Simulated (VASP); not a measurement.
# MnS (Fm-3m) in VASP: further runs

The runs below take MnS through relaxation of cell and atoms, single point, with PBEsol, PBE.

All numbers are computed with VASP 6.6.1; they aren't measurements. Logs are shortened: lines on timing, memory, paths and dates and some standing lists are left out, and cuts for length are marked.

## (1) Starting point

Symmetry: Fm-3m, No. 225, cubic system. Conventional cell: a = 5.209 Å, b = 5.209 Å, c = 5.209 Å, α = 90.00°, β = 90.00°, γ = 90.00°. Mn (site symmetry m-3m) has 6 S at 2.60 Å as nearest neighbours. Around S (site symmetry m-3m) lie 6 Mn at 2.60 Å.

## (2) Relaxation of cell and atoms, PBEsol, collinear spin, ferromagnetic start

Input file INCAR:

```
ALGO     = Normal         # electronic algorithm
EDIFF    = 1E-6           # SCF threshold, eV
EDIFFG   = -0.01          # ionic threshold
ENCUT    = 600            # plane-wave cutoff, eV
GGA      = PS             # functional
IBRION   = 2              # ionic algorithm
ISIF     = 3              # what is computed and relaxed
ISMEAR   = -1             # smearing method
ISPIN    = 2              # spin polarisation
LASPH    = T              # aspherical terms in the spheres
LCHARG   = F              # write CHGCAR
LMAXMIX  = 4              # l up to which the mixer works
LORBIT   = 11             # projections on sites
LREAL    = F              # projectors in reciprocal space
LWAVE    = F              # write WAVECAR
MAGMOM   = 4 0            # initial moments
NELM     = 150            # most SCF steps
NSW      = 60             # ionic steps
PREC     = Accurate       # precision mode
SIGMA    = 0.05           # smearing width, eV
```

Input file KPOINTS:

```
k-points
0
Gamma
  8 8 8
```

Input file POSCAR:

```
MnS
1.0
    0.0000000000      2.6045000000      2.6045000000
    2.6045000000      0.0000000000      2.6045000000
    2.6045000000      2.6045000000      0.0000000000
Mn S
1 1
Direct
    0.0000000000      0.0000000000      0.0000000000
    0.5000000000      0.5000000000      0.5000000000
```

Potentials or basis: VASP PAW PBE potentials, release 64 (Mn_pv, S).

The run is started by

```sh
$ cat potpaw_PBE.64/Mn_pv/POTCAR potpaw_PBE.64/S/POTCAR > POTCAR
$ mpirun -np 1 vasp_std > vasp.out
```

OUTCAR:

```text
EDIFF = 1E-6
   EDIFFG = -0.01
   ENCUT = 600
   GGA = PS
   IBRION = 2
   ISIF = 3
   ISMEAR = -1
   ISPIN = 2
   LASPH = T
   LORBIT = 11
   LREAL = F
   NELM = 150
   NSW = 60
   PREC = Accurate

 ion  position               nearest neighbor table
   1  0.000  0.000  0.000-   2 2.60   2 2.60   2 2.60   2 2.60   2 2.60   2 2.60
   2  0.500  0.500  0.500-   1 2.60   1 2.60   1 2.60   1 2.60   1 2.60   1 2.60

  LATTYP: Found a face centered cubic cell.
 ALAT       =     5.2090000000

  Lattice vectors:

 A1 = (   0.0000000000,   2.6045000000,   2.6045000000)
 A2 = (   2.6045000000,   0.0000000000,   2.6045000000)
 A3 = (   2.6045000000,   2.6045000000,   0.0000000000)

Analysis of symmetry for initial positions (statically):
=====================================================================
 Subroutine PRICEL returns:
 Original cell was already a primitive cell.

 Routine SETGRP: Setting up the symmetry group for a
 face centered cubic supercell.

 Subroutine GETGRP returns: Found 48 space group operations
 (whereof 48 operations were pure point group operations)
 out of a pool of 48 trial point group operations.

The static configuration has the point symmetry O_h .

Analysis of symmetry for dynamics (positions and initial velocities):
=====================================================================
 Subroutine PRICEL returns:
 Original cell was already a primitive cell.

 Routine SETGRP: Setting up the symmetry group for a
 face centered cubic supercell.

 Subroutine GETGRP returns: Found 48 space group operations
 (whereof 48 operations were pure point group operations)
 out of a pool of 48 trial point group operations.

The dynamic configuration has the point symmetry O_h .

Analysis of structural, dynamic, and magnetic symmetry:
=====================================================================
 Subroutine PRICEL returns:
 Original cell was already a primitive cell.

 Routine SETGRP: Setting up the symmetry group for a
 face centered cubic supercell.

 Subroutine GETGRP returns: Found 48 space group operations
 (whereof 48 operations were pure point group operations)
 out of a pool of 48 trial point group operations.

The overall configuration has the point symmetry O_h .

 Subroutine INISYM returns: Found 48 space group operations
 (whereof 48 operations are pure point group operations),
 and found     1 'primitive' translations

----------------------------------------------------------------------------------------

                                     Primitive cell

  volume of cell :      35.3348
[... 137 lines left out ...]
  free energy    TOTEN  =       -14.86338092 eV

  energy without entropy =      -14.85871338  energy(sigma->0) =      -14.86104715

------------------------ aborting loop because EDIFF is reached ----------------------------------------

  FORCE on cell =-STRESS in cart. coord.  units (eV):
  Direction    XX          YY          ZZ          XY          YZ          ZX
  --------------------------------------------------------------------------------------
  -------------------------------------------------------------------------------------
  Total       -1.6248253     -1.6248253     -1.6248253     -0.0000000      0.0000000      0.0000000
  in kB      -73.6739880    -73.6739880    -73.6739880     -0.0000000      0.0000000      0.0000000
  external PRESSURE =     -73.6739880 kB  Pullay stress =       0.0000000 kB
[... 89 lines left out ...]
  FREE ENERGIE OF THE ION-ELECTRON SYSTEM (eV)
  ---------------------------------------------------
  free  energy   TOTEN  =       -14.9855057024 eV

  energy  without entropy=      -14.9760177565  energy(sigma->0) =      -14.98076173

[... ionic steps 4 to 12 ...]

--------------------------------------- Ionic step       13  -------------------------------------------

 number of electron      19.0000008 magnetization       4.0359719

------------------------ aborting loop because EDIFF is reached ----------------------------------------
[... 67 lines left out ...]
--------------------------------------- Ionic step       15  -------------------------------------------

 number of electron      19.0000009 magnetization       4.0334940

 Free energy of the ion-electron system (eV)
  ---------------------------------------------------
  ext. energy  EPLUGINS =         0.00000000
  ---------------------------------------------------
  free energy    TOTEN  =       -14.98558699 eV

  energy without entropy =      -14.97589294  energy(sigma->0) =      -14.98073997

 E-fermi :   8.5025     XC(G=0): -11.6740

 val. band max:        8.4552234156   @ k =  -0.1250   0.1250   0.0000
 cond. band min:       8.5375378240   @ k =   0.1250   0.0000   0.0000
 fundamental gap:      0.0823144084
 Fermi energy:         8.5025493327

 spin component 1

 k-point     1 :       0.0000    0.0000    0.0000
  band No.  band energies     occupation
      1     -41.7140      1.00000
      2     -41.7140      1.00000
      3     -41.7140      1.00000
      4      -7.3136      1.00000
      5       5.1225      1.00000
      6       5.1225      1.00000
      7       5.1225      1.00000
      8       5.2383      1.00000
      9       5.2383      1.00000
     10       6.4358      1.00000
     11       6.4358      1.00000
     12       6.4358      1.00000
     13      11.5707      0.00000
     14      17.5067      0.00000
[... 403 lines left out ...]
      4      -5.3346      1.00000
      5       0.9556      1.00000
      6       2.6803      1.00000
      7       3.1534      1.00000
      8       5.8494      1.00000
      9       5.8989      1.00000
     10       6.2724      1.00000
     11       7.7357      1.00000
     12       8.2260      0.99605
     13      13.3541      0.00000
     14      13.6100      0.00000
     15      16.2455      0.00000

 [... further k-points ...]

 spin component 2

 k-point     1 :       0.0000    0.0000    0.0000
  band No.  band energies     occupation
      1     -37.8147      1.00000
      2     -37.8147      1.00000
      3     -37.8147      1.00000
      4      -7.0307      1.00000
      5       6.6451      1.00000
      6       6.6451      1.00000
      7       6.6451      1.00000
      8       8.1748      0.99858
      9       8.1748      0.99858
     10       8.1748      0.99858
     11       8.3046      0.98126
     12       8.3046      0.98126
     13      12.3444      0.00000
     14      18.5634      0.00000
[... 444 lines left out ...]
  FREE ENERGIE OF THE ION-ELECTRON SYSTEM (eV)
  ---------------------------------------------------
  free  energy   TOTEN  =       -14.9855869929 eV

  energy  without entropy=      -14.9758929408  energy(sigma->0) =      -14.98073997

 reached required accuracy - stopping structural energy minimisation

 total charge

# of ion       s       p       d       tot
------------------------------------------
    1        0.252   6.220   5.039  11.511
    2        1.321   2.396   0.000   3.717
--------------------------------------------------
tot          1.573   8.616   5.039  15.229

 magnetization (x)

# of ion       s       p       d       tot
------------------------------------------
    1        0.053   0.042   3.634   3.729
    2        0.024   0.034   0.000   0.058
--------------------------------------------------
tot          0.077   0.076   3.634   3.787
```

OSZICAR:

```text
N       E                     dE             d eps       ncg     rms          rms(c)
DAV:   1     0.148841634750E+03    0.14884E+03   -0.11502E+04  1740   0.144E+03
DAV:   2    -0.909307905961E+01   -0.15793E+03   -0.15090E+03  1866   0.353E+02
[... 97 lines left out ...]
       N       E                     dE             d eps       ncg     rms          rms(c)
DAV:   1    -0.149857821067E+02   -0.20865E-03   -0.27808E-03  1740   0.799E-01    0.133E-01
DAV:   2    -0.149856263137E+02    0.15579E-03   -0.94036E-04  1740   0.511E-01    0.123E-01
DAV:   3    -0.149855917225E+02    0.34591E-04   -0.75309E-05  1796   0.152E-01    0.301E-02
DAV:   4    -0.149855878730E+02    0.38495E-05   -0.15073E-05  1824   0.255E-02    0.170E-02
DAV:   5    -0.149855869929E+02    0.88014E-06   -0.30215E-06  1721   0.217E-02
  15 F= -.14985587E+02 E0= -.14980740E+02  d E =-.401485E-04  mag=     4.0334
```

CONTCAR:

```text
MnS
   1.00000000000000
    -0.0000000000000000    2.4632994636993191    2.4632994636993191
     2.4632994636993191    0.0000000000000000    2.4632994636993191
     2.4632994636993191    2.4632994636993191    0.0000000000000000
  Mn              S
     1     1
Direct
     0.0000000000000000    0.0000000000000000    0.0000000000000000
     0.5000000000000000    0.5000000000000000    0.5000000000000000

  0.00000000E+00  0.00000000E+00  0.00000000E+00
  0.00000000E+00  0.00000000E+00  0.00000000E+00
```

Run time: 4.5 min. Hardware: 1 thread of Intel Xeon Platinum 8259CL at 2.50GHz (Skylake/Cascade Lake), shared host; peak memory 0.21 GiB.

Results:

```yaml
Free_energy: -14.9856 eV
Relaxed_volume: 14.95 Å³/atom
Relaxed_cell: a = 3.484 Å, b = 3.484 Å, c = 3.484 Å, α = 60.00°, β = 60.00°, γ = 60.00°
Space_group_after_relaxing_to_0.05_Å: Fm-3m (No. 225)
Energy_gained_by_relaxing: 61.1 meV/atom
Ionic_steps: 15
Pressure_after_relaxing: 0.0 GPa
Band_gap_on_the_k_mesh: none (metal or under the smearing width)
Net_moment: 4.03 μB per cell
Site_moments: Mn +3.73; S +0.06 μB
Valence_electrons_inside_the_program's_atomic_spheres: Mn 11.51; S 3.72
```

Step by step:
```csv
step,energy change (eV),largest force (eV/Å),pressure (GPa),volume (Å³)
1,0.0000,0.0000,-7.37,35.33
2,-0.1089,0.0000,-2.43,31.34
3,-0.1221,0.0000,0.32,29.78
4,-0.1222,0.0000,-0.20,29.95
5,-0.1222,0.0000,-0.23,29.95
6,-0.1222,0.0000,-0.25,29.94
7,-0.1222,0.0000,-0.19,29.94
8,-0.1222,0.0000,-0.19,29.94
9,-0.1222,0.0000,-0.19,29.94
10,-0.1222,0.0000,-0.17,29.94
11,-0.1222,0.0000,-0.13,29.94
12,-0.1222,0.0000,-0.20,29.94
13,-0.1222,0.0000,-0.21,29.93
14,-0.1222,0.0000,-0.20,29.92
15,-0.1222,0.0000,-0.03,29.89
```

Final structure:
```
Mn S
1.0
     0.00000    2.46330    2.46330
     2.46330    0.00000    2.46330
     2.46330    2.46330    0.00000
Mn S
1 1
Direct
  0.00000 0.00000 0.00000
  0.50000 0.50000 0.50000
```

Levels at points of the mesh, in eV from the Fermi level:
Spin up:
| k point | band 8 | band 9 | band 10 | band 11 | band 12 | band 13 | band 14 | band 15 |
| --- | --- | --- | --- | --- | --- | --- | --- | --- |
| (0.00, 0.00, 0.00) | -3.26 | -3.26 | -2.07 | -2.07 | -2.07 | 3.07 | 9.00 | 9.00 |
| (0.50, 0.00, 0.00) | -2.58 | -2.58 | -2.12 | 1.15 | 1.15 | 2.85 | 5.50 | 5.50 |
| (0.50, 0.50, 0.00) | -4.03 | -2.89 | -2.37 | -2.37 | -1.70 | 1.29 | 5.74 | 11.60 |
Spin down:
| k point | band 5 | band 6 | band 7 | band 8 | band 9 | band 10 | band 11 | band 12 |
| --- | --- | --- | --- | --- | --- | --- | --- | --- |
| (0.00, 0.00, 0.00) | -1.86 | -1.86 | -1.86 | -0.33 | -0.33 | -0.33 | -0.20 | -0.20 |
| (0.50, 0.00, 0.00) | -7.60 | -4.14 | -4.14 | 0.98 | 0.98 | 1.27 | 3.25 | 3.58 |
| (0.50, 0.50, 0.00) | -6.64 | -3.74 | -3.74 | -1.78 | 0.36 | 1.30 | 1.30 | 1.51 |

Caveat: the volume moved by over 15 % at a fixed basis, so the end points are rough; the PAW data sets were made with another functional, which shifts forces and pressure a little; the volume moved by -15 % from the deposited cell, more than functionals usually miss; a cell with one magnetic atom can't hold antiferromagnetic order, which such compounds often take; semilocal functionals often make such compounds metallic where correlation or magnetic order opens a gap, which also shifts bond lengths. With open d or f shells a metallic result of PBEsol can be an artefact of self-interaction; +U or a hybrid may open a gap.

(Continued in part 2 of 2.)
